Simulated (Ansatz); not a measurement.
# Te2Mo (P6_3/mmc) in Ansatz: further runs

The runs below take Te2Mo through band structure, with r2SCAN, SVWN5, PBE.

Everything below comes from runs of Ansatz 0.2.0. Logs are shortened: lines on timing, memory, paths and dates and some standing lists are left out, and cuts for length are marked.

**What was measured.**

From “Broadband infrared study of pressure-tunable Fano resonance and metallization transition in 2H-MoTe2”, 2022, pmc:9569381, for a bulk crystal of Te2Mo at 300 K: band gap 0.88 ± 0.05 eV (indirect).

The runs below are set against these values where they give the same quantity.

**1. Starting point**

It takes space group P6_3/mmc (No. 194, hexagonal). Conventional cell: a = 3.518 Å, b = 3.518 Å, c = 13.974 Å, α = 90.00°, β = 90.00°, γ = 120.00°. Around Te (site symmetry 3m) lie 3 Mo at 2.72 Å. Around Mo (site symmetry -6m2) lie 6 Te at 2.72 Å.

**2. Band structure, r2SCAN**

File input.yaml:

```yaml
crystal:
  lattice:
    - [3.5182, 0.0, 0.0]
    - [-1.7591, 3.0468505756, 0.0]
    - [0.0, 0.0, 13.9736]
  atoms:
    - { symbol: Te, position: [0.6666666667, 0.3333333333, 0.379] }
    - { symbol: Te, position: [0.3333333333, 0.6666666667, 0.879] }
    - { symbol: Te, position: [0.6666666667, 0.3333333333, 0.121] }
    - { symbol: Te, position: [0.3333333333, 0.6666666667, 0.621] }
    - { symbol: Mo, position: [0.6666666667, 0.3333333333, 0.75] }
    - { symbol: Mo, position: [0.3333333333, 0.6666666667, 0.25] }
hamiltonian:
  xc: r2scan
  pseudopotentials: { kind: paw }
kpoints:
  mp_grid: { grid: [9, 9, 2] }
  band_path:
    path:
      - [[0.0, 0.0, 0.0], [0.5, 0.0, 0.0], [0.3333333333, 0.3333333333, 0.0], [0.0, 0.0, 0.0], [0.0, 0.0, 0.5], [0.5, 0.0, 0.5], [0.3333333333, 0.3333333333, 0.5], [0.0, 0.0, 0.5]]
      - [[0.5, 0.0, 0.5], [0.5, 0.0, 0.0]]
      - [[0.3333333333, 0.3333333333, 0.0], [0.3333333333, 0.3333333333, 0.5]]
    npoints: 14
scf:
  occupations: { method: fermi_dirac, width: 0.05 }
  n_extra_bands: 15
output:
  forces: true
  stress: true
  eigenvalues: true
  fatbands: false
```

Potentials or basis: Ansatz PAW.

On the command line:

```console
ansatz run input.yaml --threads 2 --pin off --max-ram 5120MiB --backend cpu --events-out ev --progress --plain --runs-dir out
```

Log:

```text
Warning: RAYON_NUM_THREADS=2 ignored (pool sized by the plan → 2); use --threads N
scf.n_extra_bands = 15 over 46 filled bands (N_el = 92.0): the run solves 61 bands
Engine: ansatz 0.2.0, aarch64-unknown-linux-gnu
Pseudopotentials: kind: paw
Pseudopotential: Te, paw, valence charge 16, recommended cutoff 500 eV (meta_gga), Te.paw.azcp
Pseudopotential: Mo, paw, valence charge 14, recommended cutoff 500 eV (meta_gga), Mo.paw.azcp
Functional definition: r2SCAN
  parameter k0 = 0.174
  parameter k1 = 0.065
  parameter a1 = 4.9479
  exchange = r2scan_x(k0 = k0, k1 = k1, a1 = a1)
  correlation = r2scan_c
Crystal: 6 atoms, lattice volume = 149.789 Å³
Basis set: ecut = 500 eV, 3795 PW (Γ), exchange–correlation on 108×108×432 points (64 copies of the dense FFT grid, shifted against one another)
Bands: 61, of which v1, the nominal top of the filled ones, is band 46 counted from 1 (45 counted from 0)
Symmetry: 24 space group operations
Space group: P63/mmc (ITA 194), of the structure as read, at distance tolerance 5.3e-5 Å
k-points: 24 of 162
Non-local potential: Te, projectors of the file, l = 0: 2, l = 1: 2, l = 2: 2, l = 3: 2
Non-local potential: Mo, projectors of the file, l = 0: 3, l = 1: 2, l = 2: 2, l = 3: 1
PAW form: soft (Blöchl's): semilocal exchange-correlation on the pseudo side does not see the compensation charge
PAW frozen core: Te, regenerated for the run's functional (the file was generated under x = pbe(κ = 0.804, μ = 0.2195149727645171), c = pbe(β = 0.06672455060314922))
PAW frozen core: Mo, regenerated for the run's functional (the file was generated under x = pbe(κ = 0.804, μ = 0.2195149727645171), c = pbe(β = 0.06672455060314922))
PAW one-centre angular grid: Te, 590 points (default); XC on 160 Gauss nodes
PAW one-centre angular grid: Mo, 590 points (default); XC on 160 Gauss nodes
Initial density: superposition of atomic densities (neutral atoms: chi_scale 0, normalization atom), corrected by the library's trained network
Initial wavefunctions: pseudopotential atomic-orbital guess
Functional: x = r2scan, c = r2scan; τ floored in thin density (d = 2e-4 eV/Å³)
SCF iter   1: F=—  HF=-37916.158838 eV  |F-HF|=—  |Δ(HF+E_count)|=         —  Δρ=8.63e-3  dr2=2.12e-1  dr2_τ=3.93e-2  ethr=1.77e-3  ⟨swp⟩=6.7  Hψ=6036  notcnv=0  defer=27
preconditioner: auto → Resta (q_TF=auto, 2.515 Å⁻¹)  ε∞=4.7  [insulator: Δε(μ)=0.892 eV  Ē_g=9.506 eV  σ=0.050 eV  W_gap=1.00  n_scr=52 (ndim 8)  ℏωp=18.2 eV  f_vac=0.021  D(μ)=0.00/eV (n_scr^D=0)  ε∞_Penn≈4.7]
SCF iter   2: F=—  HF=-37916.223549 eV  |F-HF|=—  |Δ(HF+E_count)|=   6.47e-2  Δρ=5.15e-3  dr2=7.21e-2  dr2_τ=1.41e-2  ethr=2.31e-4  ⟨swp⟩=2.9  Hψ=2355  notcnv=0  defer=147
SCF iter   3: F=—  HF=-37916.219744 eV  |F-HF|=—  |Δ(HF+E_count)|=   3.80e-3  Δρ=2.83e-3  dr2=4.54e-3  dr2_τ=2.85e-4  ethr=7.83e-5  ⟨swp⟩=2.0  Hψ=1605  notcnv=0  defer=147
SCF iter   4: F=—  HF=-37916.225779 eV  |F-HF|=—  |Δ(HF+E_count)|=   6.03e-3  Δρ=2.22e-4  dr2=6.19e-5  dr2_τ=1.00e-5  ethr=4.93e-6  ⟨swp⟩=2.0  Hψ=1992  notcnv=0  defer=147
SCF iter   5: F=—  HF=-37916.225920 eV  |F-HF|=—  |Δ(HF+E_count)|=   1.42e-4  Δρ=7.19e-5  dr2=5.24e-6  dr2_τ=4.18e-7  ethr=6.73e-8  ⟨swp⟩=2.9  Hψ=2542  notcnv=0  defer=147
SCF iter   6: F=—  HF=-37916.225927 eV  |F-HF|=—  |Δ(HF+E_count)|=   7.09e-6  Δρ=1.83e-5  dr2=5.89e-7  dr2_τ=3.34e-8  ethr=5.70e-9  ⟨swp⟩=2.0  Hψ=1749  notcnv=0  defer=147
SCF iter   7: F=-37916.225928 eV  HF=-37916.225928 eV  |F-HF|=1.77e-8  |Δ(HF+E_count)|=   6.12e-7  Δρ=4.75e-6  dr2=2.95e-8  dr2_τ=2.17e-9  ethr=1.09e-10  ⟨swp⟩=12.2  Hψ=7446  notcnv=0
SCF 1 converged in 7 iterations: F = -37916.225928 eV  dr2 = 2.95e-8
NSCF: frozen V_eff on 129 k-points
SCF converged after 7 iterations
Free energy (F): -37916.225928 eV
Harris-Foulkes:  -37916.225928 eV  (|F-HF|=1.77e-8)
Internal energy: -37916.225920 eV  (E = F + TS)
E sigma→0 (E₀):  -37916.225924 eV
Entropy (-TS):   -0.000008 eV (-0.001 meV/atom)
Fermi energy:    12.803046 eV
--- Per-component energies (eV) ---
  E_band       = -1219.361397
  E_kinetic    = 1607.052161
  E_local      = -7388.972826  (includes V_loc(G=0)·N_el)
  E_nonlocal   = -953.529966
  E_hartree    = 4136.981285
  E_xc         = -819.463610
  E_vxc        = -961.119436  (∫ρ·V_xc dr)
  E_paw        = -25182.368212  (= ΣΔE_a)
  E_vpaw       = -1857.740334  (= ΣTr[D̂ρ^β])
  E_aug_tail   = -0.000151  (compensation charges beyond the density's cutoff)
  E_vtau       = 60.988801  (kinetic-family band-sum trace: ∫τ·v_τ [+ j·A + Jᵃ·Aᵃ] dr)
  E_ewald      = -9316.621616
  E_core_change = 0.697015  (= ΣΔE_core)
  E_smearing   = -0.000008  (= −TS)
  E_closure    = 0.000000  (closes the sum)
  Σ components = -37916.225928   (vs F -37916.225928, Δ=0.00e0)
--- Forces (eV/Å), atoms counted from 1 ---
  atom   1  Te     0.00000000    -0.00000000    -0.07787812
  atom   2  Te     0.00000000     0.00000000    -0.07787812
  atom   3  Te     0.00000000    -0.00000000     0.07787812
  atom   4  Te     0.00000000     0.00000000     0.07787812
  atom   5  Mo     0.00000000    -0.00000000     0.00000000
  atom   6  Mo    -0.00000000     0.00000000     0.00000000
  max |Σ_I F_I| component: 1.39e-17 eV/Å
--- Stress (GPa, compression-positive) ---
        2.468229       0.000000       0.000000
       -0.000000       2.468229       0.000000
        0.000000       0.000000       1.774700
  P = ⅓ Tr σ = 2.2371 GPa (22.371 kbar)
--- Band table (eV; the first three rows and the last of 24) ---
  k-point 0: bands = ["-50.4097", "-50.4097", "-25.2390", "-25.2390", "-25.2386", "-25.2386", "-25.2208", "-25.2208", "-25.2205", "-25.2205", "-25.1656", "-25.1656", "-25.1638", "-25.1638", "-25.1521", "-25.1521", "-25.1505", "-25.1505", "-25.1391", "-25.1374", "-25.1289", "-25.1273", "-23.8372", "-23.8372", "-23.6832", "-23.6832", "-23.6832", "-23.6832", "-1.2174", "-0.8849", "-0.2959", "0.2320", "6.2215", "7.5744", "9.1462", "10.4418", "10.4418", "10.4590", "10.4590", "11.2473", "11.2473", "11.2853", "11.2853", "11.3170", "11.9679", "12.3865", "15.4034", "15.4034", "15.5406", "15.5406", "15.6433", "15.6433", "15.9072", "15.9072", "18.7443", "19.1524", "20.0381", "20.6860", "21.3564", "21.7066", "21.7066"]
  k-point 1: bands = ["-50.4097", "-50.4097", "-25.2388", "-25.2388", "-25.2388", "-25.2388", "-25.2207", "-25.2207", "-25.2207", "-25.2207", "-25.1648", "-25.1648", "-25.1648", "-25.1648", "-25.1513", "-25.1513", "-25.1513", "-25.1513", "-25.1383", "-25.1383", "-25.1280", "-25.1280", "-23.8372", "-23.8372", "-23.6832", "-23.6832", "-23.6832", "-23.6832", "-1.0890", "-1.0890", "0.0022", "0.0022", "6.7442", "6.7442", "10.2644", "10.2644", "10.4502", "10.4502", "10.4502", "10.4502", "11.2664", "11.2664", "11.2664", "11.2664", "12.2825", "12.2825", "15.4430", "15.4430", "15.4430", "15.4430", "15.8037", "15.8037", "15.8037", "15.8037", "19.0336", "19.0336", "20.7639", "20.7639", "21.0309", "21.0309", "21.9223"]
  k-point 2: bands = ["-50.4084", "-50.4084", "-25.2372", "-25.2368", "-25.2360", "-25.2355", "-25.2240", "-25.2236", "-25.2181", "-25.2178", "-25.1668", "-25.1663", "-25.1650", "-25.1648", "-25.1565", "-25.1549", "-25.1524", "-25.1507", "-25.1377", "-25.1364", "-25.1273", "-25.1258", "-23.8264", "-23.8264", "-23.7016", "-23.7016", "-23.6864", "-23.6863", "-1.0337", "-0.7036", "-0.1606", "0.3503", "6.4205", "7.7606", "9.0448", "10.0457", "10.0840", "10.5816", "10.6109", "10.6411", "11.0059", "11.0568", "11.2212", "11.3572", "12.1898", "12.1927", "14.9294", "14.9445", "14.9735", "15.0614", "15.2395", "15.4914", "15.5646", "15.7408", "19.2980", "19.8093", "20.1016", "21.0647", "21.3710", "21.5650", "21.5759"]
  k-point 23: bands = ["-50.3979", "-50.3979", "-25.2521", "-25.2521", "-25.2207", "-25.2207", "-25.2074", "-25.2074", "-25.2066", "-25.2066", "-25.1882", "-25.1882", "-25.1718", "-25.1718", "-25.1577", "-25.1577", "-25.1576", "-25.1576", "-25.1321", "-25.1321", "-25.1138", "-25.1138", "-23.8141", "-23.8141", "-23.7577", "-23.7577", "-23.7366", "-23.7366", "1.4522", "1.4522", "1.6735", "1.6735", "7.3700", "7.3700", "7.4835", "7.4835", "8.1778", "8.1778", "8.5568", "8.5568", "9.4613", "9.4613", "10.2336", "10.2336", "12.1851", "12.1851", "13.4546", "13.4546", "14.1317", "14.1317", "14.9101", "14.9101", "16.2905", "16.2905", "17.6269", "17.6269", "18.5673", "18.5673", "20.2023", "20.2023", "21.7076"]
```

Run time: 33 s. Hardware: 2 threads of Arm Neoverse V1, shared host; peak memory 1.1 GiB.

What came out:

- Free energy: -37916.2259 eV
- Pressure: 2.2 GPa
- Largest force: 0.078 eV/Å
- Band gap on the k mesh: 0.89 eV, indirect (least direct gap 1.13 eV)
- Band gap along the path: 0.82 eV, indirect (least direct gap 1.13 eV)

Forces on the atoms (eV/Å):
```
Te   0.000  0.000 -0.078
Te   0.000  0.000 -0.078
Te   0.000  0.000  0.078
Te   0.000  0.000  0.078
Mo   0.000  0.000  0.000
Mo   0.000  0.000  0.000
```

Stress tensor (GPa, compression positive):
```
2.47 0.00 0.00
0.00 2.47 0.00
0.00 0.00 1.77
```

Levels at the corners of the path, in eV from the valence-band top:
```
point  band 43  band 44  band 45  band 46  band 47  band 48  band 49  band 50
    Γ    -1.10    -1.07    -0.42     0.00     3.02     3.02     3.15     3.15
    M    -1.05    -1.00    -0.71    -0.41     1.35     1.41     1.58     1.91
    K    -1.99    -1.99    -0.30    -0.07     1.06     1.06     1.28     2.30
    Γ    -1.10    -1.07    -0.42     0.00     3.02     3.02     3.15     3.15
    A    -1.12    -1.12    -0.10    -0.10     3.06     3.06     3.06     3.06
    L    -1.01    -1.01    -0.56    -0.56     1.38     1.38     1.76     1.76
    H    -2.15    -2.15    -0.20    -0.20     1.07     1.07     1.75     1.75
    A    -1.12    -1.12    -0.10    -0.10     3.06     3.06     3.06     3.06
    L    -1.01    -1.01    -0.56    -0.56     1.38     1.38     1.76     1.76
    M    -1.05    -1.00    -0.71    -0.41     1.35     1.41     1.58     1.91
    K    -1.99    -1.99    -0.30    -0.07     1.06     1.06     1.28     2.30
    H    -2.15    -2.15    -0.20    -0.20     1.07     1.07     1.75     1.75
```

Caveat: the k mesh misses the band edges, so the gap on the mesh is wider than the one along the path; spin-orbit coupling is left out, which moves the levels of the heavy elements; the PAW data sets come from PBE, with cores solved anew for the run's functional, which leaves a small shift of forces and pressure.

**3. Band structure, SVWN5**

Edit input.yaml of step 2 so:

```diff
@@ -13,3 +13,3 @@
 hamiltonian:
-  xc: r2scan
+  xc: { exchange: slater, correlation: vwn5 }
   pseudopotentials: { kind: paw }
@@ -31 +31,5 @@
   fatbands: false
+  write_density: true
+  write_potential: true
+  elf: true
+  volumetric_format: npy
```

Potentials or basis: Ansatz PAW.

On the command line:

```console
ansatz run input.yaml --threads 2 --pin off --max-ram 5120MiB --backend cpu --events-out ev --progress --plain --runs-dir out
```

Run time: 20 s. Hardware: 2 threads of Arm Neoverse V1, shared host; peak memory 0.82 GiB.

Results (log left out):

```
Free energy             : -36999.4526 eV
Pressure                : -3.1 GPa
Largest force           : 0.302 eV/Å
Band gap on the k mesh  : 0.76 eV, indirect (least direct gap 1.03 eV)
Band gap along the path : 0.69 eV, indirect (least direct gap 1.03 eV)
```

Forces on the atoms (eV/Å):
```
Te   0.000  0.000 -0.302
Te   0.000  0.000 -0.302
Te   0.000  0.000  0.302
Te   0.000  0.000  0.302
Mo   0.000  0.000  0.000
Mo   0.000  0.000  0.000
```

Levels at the corners of the path, in eV from the valence-band top:
| point | band 43 | band 44 | band 45 | band 46 | band 47 | band 48 | band 49 | band 50 |
| --- | --- | --- | --- | --- | --- | --- | --- | --- |
| Γ | -1.02 | -1.02 | -0.31 | 0.00 | 2.88 | 2.88 | 3.01 | 3.01 |
| M | -1.00 | -0.95 | -0.61 | -0.31 | 1.25 | 1.31 | 1.44 | 1.77 |
| K | -1.82 | -1.82 | -0.32 | -0.08 | 0.95 | 0.95 | 1.14 | 2.17 |
| Γ | -1.02 | -1.02 | -0.31 | 0.00 | 2.88 | 2.88 | 3.01 | 3.01 |
| A | -1.03 | -1.03 | -0.08 | -0.08 | 2.91 | 2.91 | 2.91 | 2.91 |
| L | -0.95 | -0.95 | -0.46 | -0.46 | 1.28 | 1.28 | 1.62 | 1.62 |
| H | -1.99 | -1.99 | -0.23 | -0.23 | 0.96 | 0.96 | 1.62 | 1.62 |
| A | -1.03 | -1.03 | -0.08 | -0.08 | 2.91 | 2.91 | 2.91 | 2.91 |
| L | -0.95 | -0.95 | -0.46 | -0.46 | 1.28 | 1.28 | 1.62 | 1.62 |
| M | -1.00 | -0.95 | -0.61 | -0.31 | 1.25 | 1.31 | 1.44 | 1.77 |
| K | -1.82 | -1.82 | -0.32 | -0.08 | 0.95 | 0.95 | 1.14 | 2.17 |
| H | -1.99 | -1.99 | -0.23 | -0.23 | 0.96 | 0.96 | 1.62 | 1.62 |

Caveat: the k mesh misses the band edges, so the gap on the mesh is wider than the one along the path; spin-orbit coupling is left out, which moves the levels of the heavy elements; the PAW data sets come from PBE, with cores solved anew for the run's functional, which leaves a small shift of forces and pressure.

**4. Band structure, PBE**

Edit input.yaml of step 3 so:

```diff
@@ -13,4 +13,4 @@
 hamiltonian:
-  xc: { exchange: slater, correlation: vwn5 }
-  pseudopotentials: { kind: paw }
+  xc: pbe
+  pseudopotentials: { kind: nc, source: spms }
 kpoints:
@@ -30,6 +30,2 @@
   eigenvalues: true
-  fatbands: false
-  write_density: true
-  write_potential: true
-  elf: true
-  volumetric_format: npy
+  fatbands: true
```

Potentials or basis: SPMS NC.

On the command line:

```console
ansatz run input.yaml --threads 2 --pin off --max-ram 5120MiB --backend cpu --events-out ev --progress --plain --runs-dir out
```

Wall time 71 s (2 threads of Arm Neoverse V1, shared host); peak memory 1.2 GiB.

It converged, with:

* Free energy: -14638.6584 eV
* Pressure: 3.3 GPa
* Largest force: 0.227 eV/Å
* Band gap on the k mesh: 0.77 eV, indirect (least direct gap 1.04 eV)
* Band gap along the path: 0.70 eV, indirect (least direct gap 1.04 eV)

Forces on the atoms (eV/Å):
```
Te   0.000  0.000  0.227
Te   0.000  0.000  0.227
Te   0.000  0.000 -0.227
Te   0.000  0.000 -0.227
Mo   0.000  0.000  0.000
Mo   0.000  0.000  0.000
```

Stress tensor (GPa, compression positive):
```
3.05 0.00 0.00
0.00 3.05 0.00
0.00 0.00 3.78
```

Levels at the corners of the path, in eV from the valence-band top:
```csv
point,band 44,band 45,band 46,band 47,band 48,band 49
Γ,-1.03,-0.33,0.00,2.89,2.89,3.02
M,-0.97,-0.62,-0.33,1.25,1.31,1.44
K,-1.84,-0.32,-0.08,0.96,0.96,1.15
Γ,-1.03,-0.33,0.00,2.89,2.89,3.02
A,-1.05,-0.08,-0.08,2.92,2.92,2.92
L,-0.98,-0.48,-0.48,1.28,1.28,1.62
H,-2.00,-0.23,-0.23,0.97,0.97,1.61
A,-1.05,-0.08,-0.08,2.92,2.92,2.92
L,-0.98,-0.48,-0.48,1.28,1.28,1.62
M,-0.97,-0.62,-0.33,1.25,1.31,1.44
K,-1.84,-0.32,-0.08,0.96,0.96,1.15
H,-2.00,-0.23,-0.23,0.97,0.97,1.61
```

Caveat: the k mesh misses the band edges, so the gap on the mesh is wider than the one along the path; spin-orbit coupling is left out, which moves the levels of the heavy elements; this functional lacks dispersion, which binds the layers, so the pressure and a relaxed spacing across them are unreliable.

**5. Summary**

```csv
level,potentials or basis,cutoff (eV),gap on the mesh (eV),pressure (GPa),largest force (eV/Å)
r2SCAN,Ansatz PAW,500,0.89,2.2,0.08
SVWN5,Ansatz PAW,420,0.76,-3.1,0.30
PBE,SPMS NC,680,0.77,3.3,0.23
```

Alike in all rows: task band structure; no spin polarisation; cell as given; k mesh 9 × 9 × 2; smearing fermi-dirac 0.05 eV.

Caveats: the k mesh misses the band edges, so the gap on the mesh is wider than the one along the path; spin-orbit coupling is left out, which moves the levels of the heavy elements; the PAW data sets come from PBE, with cores solved anew for the run's functional, which leaves a small shift of forces and pressure (some runs); this functional lacks dispersion, which binds the layers, so the pressure and a relaxed spacing across them are unreliable (some runs).

Total energies depend on the potentials used, so only differences within one code and one set of settings carry meaning.

**6. Comparison with measurements**

Step 2. Against the measured gap of Te2Mo, 0.88 eV (indirect; 300 K; quoted in “Broadband infrared study of pressure-tunable Fano resonance and metallization transition in 2H-MoTe2”, 2022, pmc:9569381), the calculated 0.82 eV is off by -0.06 eV. Spin-orbit coupling on Mo, Te is left out. The value is that of r2SCAN, without temperature or zero-point motion.

Step 3. A measured gap of Te2Mo is 0.88 eV (indirect; 300 K; quoted in “Broadband infrared study of pressure-tunable Fano resonance and metallization transition in 2H-MoTe2”, 2022, pmc:9569381); the calculated 0.69 eV misses it by -0.19 eV. Spin-orbit coupling on Mo, Te is left out. The value is that of SVWN5, without temperature or zero-point motion.

Step 4. Against the measured gap of Te2Mo, 0.88 eV (indirect; 300 K; quoted in “Broadband infrared study of pressure-tunable Fano resonance and metallization transition in 2H-MoTe2”, 2022, pmc:9569381), the calculated 0.70 eV is off by -0.18 eV. Spin-orbit coupling on Mo, Te is left out. The value is that of PBE, without temperature or zero-point motion. Semilocal functionals fall short of measured gaps as a rule.
